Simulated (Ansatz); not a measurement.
LiF, NiAs type, relaxed with r2SCAN: 5 runs in the PAW code Ansatz, each a calculation of independent-particle optics. It is hexagonal, P6_3/mmc (No. 194); conventional cell a = 2.776 Å, c = 4.783 Å, 7.98 Å³ an atom. Around Li lie 6 F at 2.00 Å; around F lie 6 Li at 2.00 Å. All values are calculated for a non-magnetic cell, which may be hypothetical.

```yaml
crystal:
  lattice:
    - [2.77571, 0.00000, 0.00000]
    - [-1.38785, 2.40383, 0.00000]
    - [0.00000, 0.00000, 4.78269]
  atoms:
    - { symbol: Li, position: [0.00000, 0.00000, 0.00000] }
    - { symbol: Li, position: [0.00000, 0.00000, 0.50000] }
    - { symbol: F, position: [0.33333, 0.66667, 0.25000] }
    - { symbol: F, position: [0.66667, 0.33333, 0.75000] }
```

On meshes this coarse, single peaks can be features of the mesh. No local fields, no excitons; the zone sum runs over the cells of the mesh, and ε∞ includes the bands left out of the spectrum. Up to four peaks are listed, those above 15 % of the tallest and inside the complete range; the four can differ from row to row. Rows marked drawn have settings drawn at random (some not listed).

```json
{"functional": "PBE", "k mesh": "9×9×4", "broadening (eV)": "0.1", "scissors (eV)": "0.00", "range (eV)": "0–28", "settings": "chosen", "direct gap on the mesh before scissors (eV)": "9.22", "ε∞ xx": "2.08", "ε∞ yy": "2.08", "ε∞ zz": "2.11", "complete up to (eV)": "28.0", "tallest peaks of mean ε₂ (eV)": "12.00 17.35 18.50 20.30"}
{"functional": "r2SCAN", "k mesh": "9×9×4", "broadening (eV)": "0.1", "scissors (eV)": "0.00", "range (eV)": "0–28", "settings": "chosen", "direct gap on the mesh before scissors (eV)": "10.19", "ε∞ xx": "1.97", "ε∞ yy": "1.97", "ε∞ zz": "2.00", "complete up to (eV)": "28.0", "tallest peaks of mean ε₂ (eV)": "13.05 18.60 19.80 20.20"}
{"functional": "PBEsol", "k mesh": "6×6×4", "broadening (eV)": "0.15", "scissors (eV)": "0.00", "range (eV)": "0.5–15", "settings": "drawn", "direct gap on the mesh before scissors (eV)": "9.04", "ε∞ xx": "2.12", "ε∞ yy": "2.12", "ε∞ zz": "2.14", "complete up to (eV)": "15.0", "tallest peaks of mean ε₂ (eV)": "11.80"}
{"functional": "PBE", "k mesh": "6×6×4", "broadening (eV)": "0.15", "scissors (eV)": "2.50", "range (eV)": "0.5–10", "settings": "drawn", "direct gap on the mesh before scissors (eV)": "9.21", "ε∞ xx": "1.95", "ε∞ yy": "1.95", "ε∞ zz": "1.97", "complete up to (eV)": "10.0", "tallest peaks of mean ε₂ (eV)": "none"}
```

Question: Estimate from these rows what the further settings give.

| functional | k mesh | broadening (eV) | scissors (eV) | range (eV) | settings |
| --- | --- | --- | --- | --- | --- |
| PBE | 9×9×4 | 0.1 | 2.32 (to HSE06) | 0–28 | chosen |

Answer:

| functional | k mesh | broadening (eV) | scissors (eV) | range (eV) | settings | direct gap on the mesh before scissors (eV) | ε∞ xx | ε∞ yy | ε∞ zz | complete up to (eV) | tallest peaks of mean ε₂ (eV) |
| --- | --- | --- | --- | --- | --- | --- | --- | --- | --- | --- | --- |
| PBE | 9×9×4 | 0.1 | 2.32 (to HSE06) | 0–28 | chosen | 9.22 | 1.96 | 1.96 | 1.98 | 28.0 | 14.30 19.65 20.80 22.65 |
